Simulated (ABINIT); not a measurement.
# Zr (P6_3/mmc) in ABINIT: a series of runs, part 2 of 2

ABINIT 10.8.3 (patched build). Earlier steps stand in the parts before.

## 5. Single point, LDA

The input, run.abi:

```
# Pseudopotentials
pp_dirpath "./"
pseudos "Zr.upf"

# Structure
acell 3*1.0 Angstrom
rprim
     3.2320000000     0.0000000000     0.0000000000
    -1.6160000000     2.7989941050     0.0000000000
     0.0000000000     0.0000000000     5.1470000000
ntypat 1
znucl 40
natom 2
typat 1 1
xred
     0.6666666667     0.3333333333     0.7500000000
     0.3333333333     0.6666666667     0.2500000000

# Plane-wave basis
ecut 26.0

# k points
kptopt 1
ngkpt 7 7 4
nshiftk 1
shiftk 0.0 0.0 0.0

# Exchange and correlation
ixc 7

# Bands and occupations
nband 16
occopt 3
tsmear 0.00183747

# SCF cycle
nstep 100
tolvrs 1.0e-10

# Output
iomode 3
prtwf 0
prtden 0
prteig 0
prtebands 0
enunit 2
```

Potentials or basis: PseudoDojo NC SR LDA v0.4.1 standard.

On the command line:

```sh
> abinit run.abi > log 2>&1
```

run.abo:

```text
.Version 10.8.3 of ABINIT
 Symmetries : space group P6_3/m m c (#194); Bravais hP (primitive hexag.)
================================================================================
 Values of the parameters that define the memory need of the present run
     intxc =       0    ionmov =       0      iscf =       7    lmnmax =       6
     lnmax =       6     mgfft =      48  mpssoang =       3    mqgrid =    3001
     natom =       2  nloc_mem =       1    nspden =       1   nspinor =       1
    nsppol =       1      nsym =      24    n1xccc =    2501    ntypat =       1
    occopt =       3   xclevel =       1
       mpw =        2011          nfft =       43200          nkpt =          24
================================================================================
================================================================================

--------------------------------------------------------------------------------
------------- Echo of variables that govern the present computation ------------
--------------------------------------------------------------------------------
 -outvars: echo values of preprocessed input variables --------
            acell      1.8897261259E+00  1.8897261259E+00  1.8897261259E+00 Bohr
              amu      9.12240000E+01
             ecut      2.60000000E+01 Hartree
           enunit           2
              ixc           7
         kptrlatt        7    0    0      0    7    0      0    0    4
          kptrlen      3.89056815E+01
            natom           2
            nband          16
[... 167 lines left out ...]
comment             : Components of total free energy in Hartree
kinetic             :  2.88203268467799E+01
hartree             :  1.37179473787509E+01
xc                  : -1.99384028768214E+01
Ewald energy        : -7.70686902461844E+01
psp_core            :  2.88341822469290E+00
local_psp           : -6.02479932031997E+01
non_local_psp       :  1.04704575820744E+01
internal            : -1.01362936293907E+02
'-kT*entropy'       : -8.17779182091713E-04
total_energy        : -1.01363754073089E+02
total_energy_eV     : -2.75824826342547E+03
band_energy         : -1.00891830559603E+01
...

 Cartesian components of stress tensor (hartree/bohr^3)
  sigma(1 1)=  2.67013122E-04  sigma(3 2)=  0.00000000E+00
  sigma(2 2)=  2.67013122E-04  sigma(3 1)=  0.00000000E+00
  sigma(3 3)=  2.72089189E-04  sigma(2 1)=  0.00000000E+00

-Cartesian components of stress tensor (GPa)         [Pressure= -7.9056E+00 GPa]
- sigma(1 1)=  7.85579727E+00  sigma(3 2)=  0.00000000E+00
- sigma(2 2)=  7.85579728E+00  sigma(3 1)=  0.00000000E+00
- sigma(3 3)=  8.00514032E+00  sigma(2 1)=  0.00000000E+00

== END DATASET(S) ==============================================================
================================================================================

 -outvars: echo values of variables after computation  --------
            acell      1.8897261259E+00  1.8897261259E+00  1.8897261259E+00 Bohr
           etotal     -1.0136375407E+02
            fcart      3.3065125808E-29 -6.3633864288E-30 -0.0000000000E+00
                      -3.3065125808E-29  6.3633864288E-30 -0.0000000000E+00
            rprim      3.2320000000E+00  0.0000000000E+00  0.0000000000E+00
                      -1.6160000000E+00  2.7989941050E+00  0.0000000000E+00
                       0.0000000000E+00  0.0000000000E+00  5.1470000000E+00
           strten      2.6701312212E-04  2.6701312233E-04  2.7208918913E-04
                       0.0000000000E+00  0.0000000000E+00  0.0000000000E+00
           xangst      1.6160000000E+00  9.3299803500E-01  3.8602500000E+00
                       5.1375683450E-17  1.8659960700E+00  1.2867500000E+00
             xred      6.6666666667E-01  3.3333333333E-01  7.5000000000E-01
                       3.3333333333E-01  6.6666666667E-01  2.5000000000E-01
 Calculation completed.
```

Wall time 17 s (1 thread of Arm Neoverse V2, shared host); peak memory 0.07 GiB.

Results:

| Item | Value |
| --- | --- |
| Free energy | -2758.2483 eV |
| Band gap on the k mesh | none (metal or under the smearing width) |
| Valence electrons inside the program's atomic spheres | Zr 8.36 (radii [1.0584] Å) |

Levels at points of the mesh, in eV from the Fermi level:
| k point | band 10 | band 11 | band 12 | band 13 | band 14 | band 15 |
| --- | --- | --- | --- | --- | --- | --- |
| (0.00, 0.00, 0.00) | -3.10 | 0.78 | 0.78 | 0.93 | 1.19 | 1.47 |
| (0.00, 0.00, 0.50) | -4.00 | -0.01 | -0.01 | 0.68 | 0.68 | 0.68 |

Caveat: the cutoff is too short for stress, so the log's stress isn't used.

## 6. Single point, PBE

The input, run.abi:

```
pp_dirpath "./"
pseudos "40_Zr_12_2.0_2.5_pbe_n_v1.0.psp8"

acell 3*1.0 Angstrom
rprim
     3.2320000000     0.0000000000     0.0000000000
    -1.6160000000     2.7989941050     0.0000000000
     0.0000000000     0.0000000000     5.1470000000
ntypat 1
znucl 40
natom 2
typat 1 1
xred
     0.6666666667     0.3333333333     0.7500000000
     0.3333333333     0.6666666667     0.2500000000

ecut 380.959407 eV

kptopt 1
ngkpt 7 7 4
nshiftk 1
shiftk 0.0 0.0 0.0

ixc 11

nband 16
occopt 3
tsmear 0.05 eV

nstep 100
tolvrs 1.0e-10

iomode 3
prtwf 0
prtden 0
prteig 0
prtebands 0
enunit 1
```

Potentials or basis: SPMS NC PBE v1.0.

On the command line:

```sh
> abinit run.abi > log 2>&1
```

run.abo:

```text
.Version 10.8.3 of ABINIT
 Symmetries : space group P6_3/m m c (#194); Bravais hP (primitive hexag.)
================================================================================
 Values of the parameters that define the memory need of the present run
     intxc =       0    ionmov =       0      iscf =       7    lmnmax =       6
     lnmax =       6     mgfft =      36  mpssoang =       3    mqgrid =    3001
     natom =       2  nloc_mem =       1    nspden =       1   nspinor =       1
    nsppol =       1      nsym =      24    n1xccc =    2501    ntypat =       1
    occopt =       3   xclevel =       2
       mpw =         797          nfft =       20736          nkpt =          24
================================================================================
================================================================================

--------------------------------------------------------------------------------
------------- Echo of variables that govern the present computation ------------
--------------------------------------------------------------------------------
 -outvars: echo values of preprocessed input variables --------
            acell      1.8897261259E+00  1.8897261259E+00  1.8897261259E+00 Bohr
              amu      9.12240000E+01
             ecut      1.40000000E+01 Hartree
           enunit           1
              ixc          11
         kptrlatt        7    0    0      0    7    0      0    0    4
          kptrlen      3.89056815E+01
            natom           2
            nband          16
[... 157 lines left out ...]
comment             : Components of total free energy in Hartree
kinetic             :  2.79991904764351E+01
hartree             :  1.43267140027557E+01
xc                  : -2.01778531799216E+01
Ewald energy        : -7.70686902461844E+01
psp_core            :  5.12484512790999E+00
local_psp           : -5.05202070881373E+01
non_local_psp       : -1.64360285309359E+00
internal            : -1.01959603760236E+02
'-kT*entropy'       : -7.82177537496517E-04
total_energy        : -1.01960385937774E+02
total_energy_eV     : -2.77448344354205E+03
band_energy         : -1.22673709274274E+01
...

 Cartesian components of stress tensor (hartree/bohr^3)
  sigma(1 1)=  4.53494720E-06  sigma(3 2)=  0.00000000E+00
  sigma(2 2)=  4.53494757E-06  sigma(3 1)=  0.00000000E+00
  sigma(3 3)=  4.56169450E-06  sigma(2 1)=  0.00000000E+00

-Cartesian components of stress tensor (GPa)         [Pressure= -1.3369E-01 GPa]
- sigma(1 1)=  1.33422753E-01  sigma(3 2)=  0.00000000E+00
- sigma(2 2)=  1.33422764E-01  sigma(3 1)=  0.00000000E+00
- sigma(3 3)=  1.34209686E-01  sigma(2 1)=  0.00000000E+00

== END DATASET(S) ==============================================================
================================================================================

 -outvars: echo values of variables after computation  --------
            acell      1.8897261259E+00  1.8897261259E+00  1.8897261259E+00 Bohr
           etotal     -1.0196038594E+02
            fcart     -1.3777135754E-29  1.0022333625E-28 -0.0000000000E+00
                       1.3777135754E-29 -1.0022333625E-28 -0.0000000000E+00
            rprim      3.2320000000E+00  0.0000000000E+00  0.0000000000E+00
                      -1.6160000000E+00  2.7989941050E+00  0.0000000000E+00
                       0.0000000000E+00  0.0000000000E+00  5.1470000000E+00
           strten      4.5349472004E-06  4.5349475653E-06  4.5616944965E-06
                       0.0000000000E+00  0.0000000000E+00  0.0000000000E+00
           xangst      1.6160000000E+00  9.3299803500E-01  3.8602500000E+00
                       5.1375683450E-17  1.8659960700E+00  1.2867500000E+00
             xred      6.6666666667E-01  3.3333333333E-01  7.5000000000E-01
                       3.3333333333E-01  6.6666666667E-01  2.5000000000E-01
 Calculation completed.
```

Wall time 8.2 s (1 thread of Intel Xeon 6975P-C (Granite Rapids), shared host); peak memory 0.06 GiB.

Results:

| Item | Value |
| --- | --- |
| Free energy | -2774.4834 eV |
| Band gap on the k mesh | none (metal or under the smearing width) |
| Valence electrons inside the program's atomic spheres | Zr 8.40 (radii [1.0584] Å) |

Levels at points of the mesh, in eV from the Fermi level:
```
           k point  band 8  band 9  band 10  band 11  band 12  band 13  band 14  band 15  band 16
(0.00, 0.00, 0.00)  -26.43   -5.72    -3.10     0.79     0.79     0.95     1.10     1.49     1.49
(0.00, 0.00, 0.50)  -26.50   -4.01    -4.01    -0.02    -0.02     0.70     0.70     0.70     0.70
```

Caveat: the cutoff is too short for stress, so the log's stress isn't used.

## 7. Overview

| task | level | potentials or basis | cell | cutoff (eV) | cell freedom (optcell) | optimiser (ionmov) | cutoff smearing ecutsm (Ha) | force stop (Ha/bohr) | fine-grid cutoff | gap on the mesh (eV) | pressure (GPa) | relaxed volume (Å³/atom) |
| --- | --- | --- | --- | --- | --- | --- | --- | --- | --- | --- | --- | --- |
| relaxation of cell and atoms | PBE | JTH PAW PBE v2.0 | relaxed | 463 | 2 | 2 | 0.5 | 2e-05 | 925.187 eV | none | 0.0 | 23.42 |
| relaxation of cell and atoms | LDA | JTH PAW LDA v2.0 | relaxed | 463 | 2 | 2 | 0.5 | 2e-05 | 925.187 eV | none | 0.0 | 21.82 |
| single point | LDA | JTH PAW LDA v2.0 | cell relaxed | 463 | - | - | - | - | 925.187 eV | none | -0.1 | - |
| single point | LDA | PseudoDojo NC SR LDA v0.4.1 standard | as given | 707 | - | - | - | - | - | none | - | - |
| single point | PBE | SPMS NC PBE v1.0 | as given | 381 | - | - | - | - | - | none | - | - |

Alike in all rows: no spin polarisation; k mesh 7 × 7 × 4; smearing fermi-dirac 0.05 eV.

Total energies depend on the potentials used, so only differences within one code and one set of settings carry meaning.
